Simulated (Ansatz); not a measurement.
**ZrO2 (cubic fluorite): levels of theory, part 1 of 2**

The task, for ZrO2 (cubic fluorite): compare levels of theory.

Program: Ansatz 0.2.0. Level of theory: DFT PBE, scalar-relativistic, plane waves, PAW, and further levels as typed in the inputs. These are calculated values, not measurements.

## 1. Starting point

Symmetry: Fm-3m, No. 225, cubic system. Conventional cell: a = 5.100 Å, b = 5.100 Å, c = 5.100 Å, α = 90.00°, β = 90.00°, γ = 90.00°. Around Zr (site symmetry m-3m) lie 8 O at 2.21 Å. O (site symmetry -43m) is surrounded by 4 Zr at 2.21 Å.

Structure file:

```
Zr O
1.0
     0.00000    2.55000    2.55000
     2.55000    0.00000    2.55000
     2.55000    2.55000    0.00000
Zr O
1 2
Direct
  0.00000 0.00000 0.00000
  0.25000 0.25000 0.25000
  0.75000 0.75000 0.75000
```

## 2. Single point: ZrO2 (cubic fluorite), no spin

Contents of input.yaml:

```yaml
crystal:
  lattice:
    - [0.0, 2.55, 2.55]
    - [2.55, 0.0, 2.55]
    - [2.55, 2.55, 0.0]
  atoms:
    - { symbol: Zr, position: [0.0, 0.0, 0.0] }
    - { symbol: O, position: [0.25, 0.25, 0.25] }
    - { symbol: O, position: [0.75, 0.75, 0.75] }
scf:
  occupations: { method: fixed }
output:
  stress: true
  write_density: true
  write_potential: true
  elf: true
  volumetric_format: npy
hamiltonian:
  xc: pbe
basis:
  ecutwfc: 560
kpoints:
  mp_grid: { grid: [6, 6, 6] }
```

On the command line:

```bash
> ansatz run input.yaml --threads 4 --pin off --max-ram 8192MiB --backend cpu --events-out ev --progress --plain --runs-dir out
```

Log, cut to the lines that bear on the results:

```text
Warning: RAYON_NUM_THREADS=4 ignored (pool sized by the plan → 4); use --threads N
[...]
Pseudopotentials: kind: paw
Pseudopotential: Zr, paw, valence charge 12, recommended cutoff 420 eV (normal), Zr.paw.azcp
Pseudopotential: O, paw, valence charge 6, recommended cutoff 420 eV (normal), O.paw.azcp
Functional definition: PBE
[...]
Crystal: 3 atoms, lattice volume = 33.163 Å³
Basis set: ecut = 560 eV, 965 PW (Γ)
Bands: 16, of which v1, the nominal top of the filled ones, is band 12 counted from 1 (11 counted from 0)
Symmetry: 48 space group operations
Space group: Fm-3m (ITA 225), of the structure as read, at distance tolerance 3.2e-5 Å
k-points: 16 of 216
[...]
SCF iter   1: F=—  HF=-5323.829702 eV  |F-HF|=—  |Δ(HF+E_count)|=         —  Δρ=2.50e-3  dr2=1.22e-3  ethr=1.77e-3  ⟨swp⟩=4.0  Hψ=1128  notcnv=0  defer=32
[...]
SCF iter   6: F=-5323.829046 eV  HF=-5323.829046 eV  |F-HF|=2.78e-10  |Δ(HF+E_count)|=   1.00e-7  Δρ=2.29e-6  dr2=9.06e-10  ethr=9.93e-11  ⟨swp⟩=8.6  Hψ=1904  notcnv=0
[...]
SCF converged after 6 iterations
Free energy (F): -5323.829046 eV
[...]
E sigma→0 (E₀):  -5323.829046 eV
Fermi energy:    12.056267 eV
[...]
--- Stress (GPa, compression-positive) ---
        2.246938       0.000000       0.000000
        0.000000       2.246938      -0.000000
        0.000000      -0.000000       2.246938
  P = ⅓ Tr σ = 2.2469 GPa (22.469 kbar)
--- Band table (eV; the first three rows and the last of 16) ---
  k-point 0: bands = ["-36.0524", "-13.8705", "-13.8705", "-13.8705", "-6.1116", "-3.5723", "6.8597", "6.8597", "6.8597", "11.5268", "11.5268", "11.5268", "15.4004", "15.4004", "18.5944", "21.3498"]
[...]
```

It took 1 s on 4 threads of Arm Neoverse V1, shared host; peak memory 0.3 GiB.

Axes a, b and c in the maps are those of this run's conventional cell (a, b, c = 5.100, 5.100, 5.100 Å).

Density in a lattice plane of the grid's cell (edges 5.10 and 5.10 Å, at 0.250 of the third edge), which holds O.

Ten even steps from '0' (0.13 e/Å³) to '9' (7.13 e/Å³):
```
000000000000000000000000
000001110000000001110000
000013331000000013331000
000146864100000146864100
000258985200000258985200
000146864100000146864100
000013331000000013331000
000001110000000001110000
000000000000000000000000
000000000000000000000000
000000000000000000000000
000001110000000001110000
000013331000000013331000
000146864100000146864100
000258985200000258985200
000146864100000146864100
000013331000000013331000
000001110000000001110000
000000000000000000000000
000000000000000000000000
```
Columns run along the first of these edges and rows up along the second, over one cell in 24 and 20 even steps from the bottom left corner. Atoms in the plane (fractional): O at (0.25, 0.25), O at (0.75, 0.75), O at (0.25, 0.75), O at (0.75, 0.25).

ELF in the same plane.

Ten even steps from '0' (0.04) to '9' (0.81):
```
000123332100000123332100
002578887520002578887520
015899999851015899999851
027998789972027998789972
027996469972027996469972
027998789972027998789972
015899999851015899999851
002578887520002578887520
000123332100000123332100
000000000000000000000000
000123332100000123332100
002578887520002578887520
015899999851015899999851
027998789972027998789972
027996469972027996469972
027998789972027998789972
015899999851015899999851
002578887520002578887520
000123332100000123332100
000000000000000000000000
```
Columns run along the first of these edges and rows up along the second, over one cell in 24 and 20 even steps from the bottom left corner. Atoms in the plane (fractional): O at (0.25, 0.25), O at (0.75, 0.75), O at (0.25, 0.75), O at (0.75, 0.25).

Both are smooth fields of the valence electrons: close to the nuclei they are not physical.

Outside the cores ELF peaks at 0.83 in the shell around O, 0.6 Å from O.

## 3. Single point

Contents of input.yaml:

```yaml
crystal:
  lattice:
    - [0.0, 2.6, 2.6]
    - [2.6, 0.0, 2.6]
    - [2.6, 2.6, 0.0]
  atoms:
    - { symbol: Zr, position: [0.0, 0.0, 0.0] }
    - { symbol: O, position: [0.25, 0.25, 0.25] }
    - { symbol: O, position: [0.75, 0.75, 0.75] }
scf:
  occupations: { method: fixed }
output:
  stress: true
hamiltonian:
  xc: pbe
basis:
  ecutwfc: 560
kpoints:
  mp_grid: { grid: [6, 6, 6] }
```

On the command line:

```bash
> ansatz run input.yaml --threads 4 --pin off --max-ram 8192MiB --backend cpu --events-out ev --progress --plain --runs-dir out
```

Log, cut to the lines that bear on the results:

```text
Warning: RAYON_NUM_THREADS=4 ignored (pool sized by the plan → 4); use --threads N
[...]
[... 4 set-up lines as earlier in the session ...]
[...]
Crystal: 3 atoms, lattice volume = 35.152 Å³
Basis set: ecut = 560 eV, 1067 PW (Γ)
Bands: 16, of which v1, the nominal top of the filled ones, is band 12 counted from 1 (11 counted from 0)
[... 1 set-up line as earlier in the session ...]
Space group: Fm-3m (ITA 225), of the structure as read, at distance tolerance 3.3e-5 Å
k-points: 16 of 216
[...]
SCF iter   1: F=—  HF=-5323.775206 eV  |F-HF|=—  |Δ(HF+E_count)|=         —  Δρ=2.41e-3  dr2=1.37e-3  ethr=1.77e-3  ⟨swp⟩=4.0  Hψ=1118  notcnv=0  defer=32
[...]
SCF iter   6: F=-5323.774281 eV  HF=-5323.774281 eV  |F-HF|=1.08e-9  |Δ(HF+E_count)|=   1.65e-7  Δρ=3.27e-6  dr2=1.93e-9  ethr=9.59e-11  ⟨swp⟩=2.5  Hψ=972  notcnv=0
[...]
SCF converged after 6 iterations
Free energy (F): -5323.774281 eV
[...]
E sigma→0 (E₀):  -5323.774281 eV
Fermi energy:    11.134871 eV
[...]
--- Stress (GPa, compression-positive) ---
      -10.415591      -0.000000      -0.000000
        0.000000     -10.415591       0.000000
        0.000000      -0.000000     -10.415591
  P = ⅓ Tr σ = -10.4156 GPa (-104.156 kbar)
```

It took 0.38 s on 4 threads of Arm Neoverse V1, shared host; peak memory 0.3 GiB.

## 4. Single point

input.yaml: that of step 3 with these lines changed.

```diff
@@ -2,5 +2,5 @@
   lattice:
-    - [0.0, 2.6, 2.6]
-    - [2.6, 0.0, 2.6]
-    - [2.6, 2.6, 0.0]
+    - [0.0, 2.635, 2.635]
+    - [2.635, 0.0, 2.635]
+    - [2.635, 2.635, 0.0]
   atoms:
```

On the command line:

```bash
> ansatz run input.yaml --threads 4 --pin off --max-ram 8192MiB --backend cpu --events-out ev --progress --plain --runs-dir out
```

Log, cut to the lines that bear on the results:

```text
[... 32 lines left out ...]
SCF 1 converged in 6 iterations: F = -5323.648168 eV  dr2 = 2.01e-9
SCF converged after 6 iterations
Free energy (F): -5323.648168 eV
Harris-Foulkes:  -5323.648168 eV  (|F-HF|=9.40e-10)
Internal energy: -5323.648168 eV  (E = F + TS)
E sigma→0 (E₀):  -5323.648168 eV
Fermi energy:    10.526933 eV
--- Per-component energies (eV) ---
  E_band       = -99.407556
  E_kinetic    = 678.704470
  E_local      = -1219.672127  (includes V_loc(G=0)·N_el)
  E_nonlocal   = 171.148529
  E_hartree    = 399.586130
  E_xc         = -309.670710
  E_vxc        = -379.724157  (∫ρ·V_xc dr)
  E_paw        = -3268.041884  (= ΣΔE_a)
  E_vpaw       = -149.036706  (= ΣTr[D̂ρ^β])
  E_aug_tail   = 0.001230  (compensation charges beyond the density's cutoff)
  E_ewald      = -1775.703806
  E_smearing   = -0.000000  (= −TS)
  E_closure    = 0.000000  (closes the sum)
  Σ components = -5323.648168   (vs F -5323.648168, Δ=0.00e0)
--- Stress (GPa, compression-positive) ---
      -17.406047      -0.000000       0.000000
        0.000000     -17.406047       0.000000
        0.000000      -0.000000     -17.406047
  P = ⅓ Tr σ = -17.4060 GPa (-174.060 kbar)
```

It took 0.38 s on 4 threads of Arm Neoverse V1, shared host; peak memory 0.3 GiB.

## 5. Single point

input.yaml: that of step 4 with these lines changed.

```diff
@@ -2,5 +2,5 @@
   lattice:
-    - [0.0, 2.635, 2.635]
-    - [2.635, 0.0, 2.635]
-    - [2.635, 2.635, 0.0]
+    - [0.0, 2.67, 2.67]
+    - [2.67, 0.0, 2.67]
+    - [2.67, 2.67, 0.0]
   atoms:
@@ -13,2 +13,6 @@
   stress: true
+  write_density: true
+  write_potential: true
+  elf: true
+  volumetric_format: npy
 hamiltonian:
```

On the command line:

```bash
> ansatz run input.yaml --threads 4 --pin off --max-ram 8192MiB --backend cpu --events-out ev --progress --plain --runs-dir out
```

Log, cut to the lines that bear on the results:

```text
[...]
SCF converged after 6 iterations
Free energy (F): -5323.460348 eV
[...]
E sigma→0 (E₀):  -5323.460348 eV
Fermi energy:    9.947491 eV
[...]
--- Stress (GPa, compression-positive) ---
      -23.106000       0.000000      -0.000000
       -0.000000     -23.106000       0.000000
       -0.000000       0.000000     -23.106000
  P = ⅓ Tr σ = -23.1060 GPa (-231.060 kbar)
--- Band table (eV; the first three rows and the last of 16) ---
  k-point 0: bands = ["-38.8273", "-16.6171", "-16.6171", "-16.6171", "-7.5763", "-5.5323", "5.4930", "5.4930", "5.4930", "9.4669", "9.4669", "9.4669", "12.8934", "12.8934", "15.4805", "17.6841"]
[...]
```

Run time: 0.5 s. Hardware: 4 threads of Arm Neoverse V1, shared host; peak memory 0.31 GiB.

Axes a, b and c in the maps are those of this run's conventional cell (a, b, c = 5.340, 5.340, 5.340 Å).

Density in a lattice plane of the grid's cell (edges 5.34 and 5.34 Å, at 0.250 of the third edge), which holds O.

Values in e/Å³, 12 rows by 12 columns:
```
0.11 0.17 0.36 0.53 0.36 0.17 0.11 0.17 0.36 0.53 0.36 0.17
0.14 0.36 1.71 3.50 1.71 0.36 0.14 0.36 1.71 3.50 1.71 0.36
0.16 0.53 3.50 7.02 3.50 0.53 0.16 0.53 3.50 7.02 3.50 0.53
0.14 0.36 1.71 3.50 1.71 0.36 0.14 0.36 1.71 3.50 1.71 0.36
0.11 0.17 0.36 0.53 0.36 0.17 0.11 0.17 0.36 0.53 0.36 0.17
0.10 0.11 0.14 0.16 0.14 0.11 0.10 0.11 0.14 0.16 0.14 0.11
0.11 0.17 0.36 0.53 0.36 0.17 0.11 0.17 0.36 0.53 0.36 0.17
0.14 0.36 1.71 3.50 1.71 0.36 0.14 0.36 1.71 3.50 1.71 0.36
0.16 0.53 3.50 7.02 3.50 0.53 0.16 0.53 3.50 7.02 3.50 0.53
0.14 0.36 1.71 3.50 1.71 0.36 0.14 0.36 1.71 3.50 1.71 0.36
0.11 0.17 0.36 0.53 0.36 0.17 0.11 0.17 0.36 0.53 0.36 0.17
0.10 0.11 0.14 0.16 0.14 0.11 0.10 0.11 0.14 0.16 0.14 0.11
```
Columns run along the first of these edges and rows up along the second, over one cell in 12 and 12 even steps from the bottom left corner. Atoms in the plane (fractional): O at (0.25, 0.25), O at (0.75, 0.75), O at (0.25, 0.75), O at (0.75, 0.25).

ELF in the same plane.

Ten even steps from '0' (0.03) to '9' (0.81):
```
000123332100000123332100
002578887520002578887520
015899999851015899999851
026998789962026998789962
027996469972027996469972
026998789962026998789962
015899999851015899999851
002578887520002578887520
000123332100000123332100
000000000000000000000000
000123332100000123332100
002578887520002578887520
015899999851015899999851
026998789962026998789962
027996469972027996469972
026998789962026998789962
015899999851015899999851
002578887520002578887520
000123332100000123332100
000000000000000000000000
```
Columns run along the first of these edges and rows up along the second, over one cell in 24 and 20 even steps from the bottom left corner. Atoms in the plane (fractional): O at (0.25, 0.25), O at (0.75, 0.75), O at (0.25, 0.75), O at (0.75, 0.25).

Both are smooth fields of the valence electrons: close to the nuclei they are not physical.

The highest ELF values outside the cores: 0.83 in the shell around O, 0.7 Å from O.

## 6. Single point: LDA

Contents of input.yaml:

```yaml
crystal:
  lattice:
    - [0.0, 2.635, 2.635]
    - [2.635, 0.0, 2.635]
    - [2.635, 2.635, 0.0]
  atoms:
    - { symbol: Zr, position: [0.0, 0.0, 0.0] }
    - { symbol: O, position: [0.25, 0.25, 0.25] }
    - { symbol: O, position: [0.75, 0.75, 0.75] }
scf:
  occupations: { method: fixed }
output:
  stress: true
hamiltonian:
  xc: lda
basis:
  ecutwfc: 560
kpoints:
  mp_grid: { grid: [6, 6, 6] }
```

On the command line:

```bash
> ansatz run input.yaml --threads 4 --pin off --max-ram 8192MiB --backend cpu --events-out ev --progress --plain --runs-dir out
```

Log, cut to the lines that bear on the results:

```text
Warning: RAYON_NUM_THREADS=4 ignored (pool sized by the plan → 4); use --threads N
[...]
[... 3 set-up lines as earlier in the session ...]
Functional definition: SPW92
[...]
Crystal: 3 atoms, lattice volume = 36.591 Å³
Basis set: ecut = 560 eV, 1067 PW (Γ)
Bands: 16, of which v1, the nominal top of the filled ones, is band 12 counted from 1 (11 counted from 0)
[... 2 set-up lines as earlier in the session ...]
k-points: 16 of 216
[...]
SCF iter   1: F=—  HF=-5193.102493 eV  |F-HF|=—  |Δ(HF+E_count)|=         —  Δρ=1.70e-2  dr2=9.99e-2  ethr=1.77e-3  ⟨swp⟩=4.0  Hψ=1124  notcnv=0  defer=32
[...]
SCF iter   6: F=-5193.079032 eV  HF=-5193.079032 eV  |F-HF|=8.36e-9  |Δ(HF+E_count)|=   2.86e-8  Δρ=8.30e-6  dr2=1.46e-8  ethr=4.17e-10  ⟨swp⟩=4.4  Hψ=908  notcnv=0
[...]
SCF converged after 6 iterations
Free energy (F): -5193.079032 eV
[...]
E sigma→0 (E₀):  -5193.079032 eV
Fermi energy:    10.156277 eV
[...]
--- Stress (GPa, compression-positive) ---
      -28.497713      -0.000000      -0.000000
       -0.000000     -28.497713      -0.000000
       -0.000000      -0.000000     -28.497713
  P = ⅓ Tr σ = -28.4977 GPa (-284.977 kbar)
```

Wall time 0.4 s (4 threads of Arm Neoverse V1, shared host); peak memory 0.3 GiB.

## 7. Single point: PBEsol

input.yaml: that of step 6 with these lines changed.

```diff
@@ -14,3 +14,3 @@
 hamiltonian:
-  xc: lda
+  xc: pbesol
 basis:
```

On the command line:

```bash
> ansatz run input.yaml --threads 4 --pin off --max-ram 8192MiB --backend cpu --events-out ev --progress --plain --runs-dir out
```

Log, cut to the lines that bear on the results:

```text
[...]
SCF converged after 6 iterations
Free energy (F): -5255.302587 eV
[...]
E sigma→0 (E₀):  -5255.302587 eV
Fermi energy:    10.388780 eV
[...]
--- Stress (GPa, compression-positive) ---
      -23.621743      -0.000000      -0.000000
       -0.000000     -23.621743      -0.000000
       -0.000000       0.000000     -23.621743
  P = ⅓ Tr σ = -23.6217 GPa (-236.217 kbar)
```

It took 0.42 s on 4 threads of Arm Neoverse V1, shared host; peak memory 0.3 GiB.

## 8. Single point: r2SCAN

input.yaml: that of step 7 with these lines changed.

```diff
@@ -13,4 +13,8 @@
   stress: true
+  write_density: true
+  write_potential: true
+  elf: true
+  volumetric_format: npy
 hamiltonian:
-  xc: pbesol
+  xc: r2scan
 basis:
```

On the command line:

```bash
> ansatz run input.yaml --threads 4 --pin off --max-ram 8192MiB --backend cpu --events-out ev --progress --plain --runs-dir out
```

Log, cut to the lines that bear on the results:

```text
[...]
SCF converged after 7 iterations
Free energy (F): -5337.795901 eV
[...]
E sigma→0 (E₀):  -5337.795901 eV
Fermi energy:    10.223246 eV
[...]
--- Stress (GPa, compression-positive) ---
      -21.643286       0.000000      -0.000000
        0.000000     -21.643286       0.000000
       -0.000000       0.000000     -21.643286
  P = ⅓ Tr σ = -21.6433 GPa (-216.433 kbar)
--- Band table (eV; the first three rows and the last of 16) ---
  k-point 0: bands = ["-39.9042", "-16.9729", "-16.9729", "-16.9729", "-8.4802", "-6.3227", "5.4921", "5.4921", "5.4921", "9.7110", "9.7110", "9.7110", "13.7737", "13.7737", "16.6193", "18.9324"]
[...]
```

Wall time 1 s (4 threads of Arm Neoverse V1, shared host); peak memory 0.42 GiB.

Axes a, b and c in the maps are those of this run's conventional cell (a, b, c = 5.270, 5.270, 5.270 Å).

Density in a lattice plane of the grid's cell (edges 5.27 and 5.27 Å, at 0.250 of the third edge), which holds O.

Values in e/Å³, 12 rows by 12 columns:
```
0.11 0.17 0.39 0.57 0.39 0.18 0.11 0.17 0.39 0.57 0.39 0.18
0.14 0.39 1.80 3.60 1.80 0.39 0.14 0.39 1.80 3.60 1.80 0.39
0.17 0.57 3.60 6.99 3.60 0.57 0.17 0.57 3.60 6.99 3.60 0.57
0.14 0.39 1.80 3.60 1.80 0.39 0.14 0.39 1.80 3.60 1.80 0.39
0.11 0.18 0.39 0.57 0.39 0.17 0.11 0.18 0.39 0.57 0.39 0.17
0.10 0.11 0.14 0.17 0.14 0.11 0.10 0.11 0.14 0.17 0.14 0.11
0.11 0.17 0.39 0.57 0.39 0.18 0.11 0.17 0.39 0.57 0.39 0.18
0.14 0.39 1.80 3.60 1.80 0.39 0.14 0.39 1.80 3.60 1.80 0.39
0.17 0.57 3.60 6.99 3.60 0.57 0.17 0.57 3.60 6.99 3.60 0.57
0.14 0.39 1.80 3.60 1.80 0.39 0.14 0.39 1.80 3.60 1.80 0.39
0.11 0.18 0.39 0.57 0.39 0.17 0.11 0.18 0.39 0.57 0.39 0.17
0.10 0.11 0.14 0.17 0.14 0.11 0.10 0.11 0.14 0.17 0.14 0.11
```
Columns run along the first of these edges and rows up along the second, over one cell in 12 and 12 even steps from the bottom left corner. Atoms in the plane (fractional): O at (0.25, 0.25), O at (0.75, 0.75), O at (0.25, 0.75), O at (0.75, 0.25).

ELF in the same plane.

Values, 12 rows by 12 columns:
```
0.04 0.16 0.52 0.63 0.52 0.17 0.04 0.16 0.52 0.63 0.52 0.17
0.06 0.52 0.81 0.76 0.81 0.52 0.06 0.52 0.81 0.76 0.81 0.52
0.07 0.63 0.76 0.39 0.76 0.63 0.07 0.63 0.76 0.39 0.76 0.63
0.06 0.52 0.81 0.76 0.81 0.52 0.06 0.52 0.81 0.76 0.81 0.52
0.04 0.17 0.52 0.63 0.52 0.16 0.04 0.17 0.52 0.63 0.52 0.16
0.03 0.04 0.06 0.07 0.06 0.04 0.03 0.04 0.06 0.07 0.06 0.04
0.04 0.16 0.52 0.63 0.52 0.17 0.04 0.16 0.52 0.63 0.52 0.17
0.06 0.52 0.81 0.76 0.81 0.52 0.06 0.52 0.81 0.76 0.81 0.52
0.07 0.63 0.76 0.39 0.76 0.63 0.07 0.63 0.76 0.39 0.76 0.63
0.06 0.52 0.81 0.76 0.81 0.52 0.06 0.52 0.81 0.76 0.81 0.52
0.04 0.17 0.52 0.63 0.52 0.16 0.04 0.17 0.52 0.63 0.52 0.16
0.03 0.04 0.06 0.07 0.06 0.04 0.03 0.04 0.06 0.07 0.06 0.04
```
Columns run along the first of these edges and rows up along the second, over one cell in 12 and 12 even steps from the bottom left corner. Atoms in the plane (fractional): O at (0.25, 0.25), O at (0.75, 0.75), O at (0.25, 0.75), O at (0.75, 0.25).

Both are smooth fields of the valence electrons: close to the nuclei they are not physical.

Maxima of ELF outside the ion cores: 0.84 in the shell around O, 0.7 Å from O.

## 9. Single point: HSE06, mesh 4×4×4

Contents of input.yaml:

```yaml
crystal:
  lattice:
    - [0.0, 2.55, 2.55]
    - [2.55, 0.0, 2.55]
    - [2.55, 2.55, 0.0]
  atoms:
    - { symbol: Zr, position: [0.0, 0.0, 0.0] }
    - { symbol: O, position: [0.25, 0.25, 0.25] }
    - { symbol: O, position: [0.75, 0.75, 0.75] }
scf:
  occupations: { method: fixed }
output:
  stress: true
hamiltonian:
  xc: hse06
basis:
  ecutwfc: 560
kpoints:
  mp_grid: { grid: [4, 4, 4] }
```

On the command line:

```bash
> ansatz run input.yaml --threads 4 --pin off --max-ram 8192MiB --backend cpu --events-out ev --progress --plain --runs-dir out
```

Log, cut to the lines that bear on the results:

```text
Warning: output.stress: scf.convergence.dr2_threshold = 1e-7 eV (the SCF's general default) is looser than the 3e-10 eV advised for a printed stress (1e-10 eV for each atom of the cell: 3). What an SCF threshold leaves in a stress goes as its square root, and in the free energy as the [...]
Warning: output.stress: scf.exx.energy_threshold = 1e-6 eV is looser than the 3e-8 eV advised for a stress under a hybrid functional (1e-8 eV for each atom of the cell: 3). Every SCF of the exchange loop can meet its threshold on dr2 while the loop round them stops early: no threshold on [...]
Warning: RAYON_NUM_THREADS=4 ignored (pool sized by the plan → 4); use --threads N
[...]
[... 3 set-up lines as earlier in the session ...]
Functional definition: HSE06
[...]
davidson cushion auto → on  (no smearing: the cushion is to keep the highest requested band from converging to the state above it; pin scf.eigensolver.cushion to override)
Crystal: 3 atoms, lattice volume = 33.163 Å³
Basis set: ecut = 560 eV, 965 PW (Γ)
[...]
Frozen-core exchange: fock
[...]
SCF iter   4: F=-5326.011945 eV  HF=-5326.011945 eV  |F-HF|=1.86e-10  |Δ(HF+E_count)|=   4.36e-8  Δρ=1.21e-6  dr2=2.48e-9  ethr=1.39e-10  ⟨swp⟩=3.9  Hψ=395  notcnv=0
[...]
hybrid outer 2: dexx = +8.805e-7 eV, tail = 8.08e-9 eV, Δε = 1.68e-3 eV (about 3.65e-5 eV left of the loop's levels)
hybrid SCF converged: 2 outer / 11 inner (+3 warm-up), last move |dexx| = 8.81e-7 eV, tail = 8.08e-9 eV
Stability not checked: this state was not tested for a lower state beside it, because the functional holds exact exchange (a hybrid, or Hartree-Fock), whose exchange loop this test does not read (fock_operator; see scf.lower_state_search)
Free energy (F): -5326.011945 eV
Frozen-core exchange: fock
[...]
E sigma→0 (E₀):  -5326.011945 eV
Fermi energy:    11.058378 eV
[...]
--- Stress (GPa, compression-positive) ---
       -4.527792       0.000000       0.000000
        0.000000      -4.527792       0.000000
        0.000000      -0.000000      -4.527792
  P = ⅓ Tr σ = -4.5278 GPa (-45.278 kbar)
--- Band table (eV; the first three rows and the last of 8) ---
  k-point 0: bands = ["-39.9058", "-16.3007", "-16.3007", "-16.3007", "-8.8144", "-6.1232", "5.4419", "5.4419", "5.4419", "10.4718", "10.4718", "10.4718", "16.0187", "16.0187"]
[...]
  guard bands above this table: 2 of the run's 16 bands. The solve was not asked for them (output.publish_guard_bands: true or output.eigenvalues: true publishes all)
```

Wall time 5.4 s (4 threads of Arm Neoverse V1, shared host); peak memory 0.66 GiB.

(Continued in part 2 of 2.)
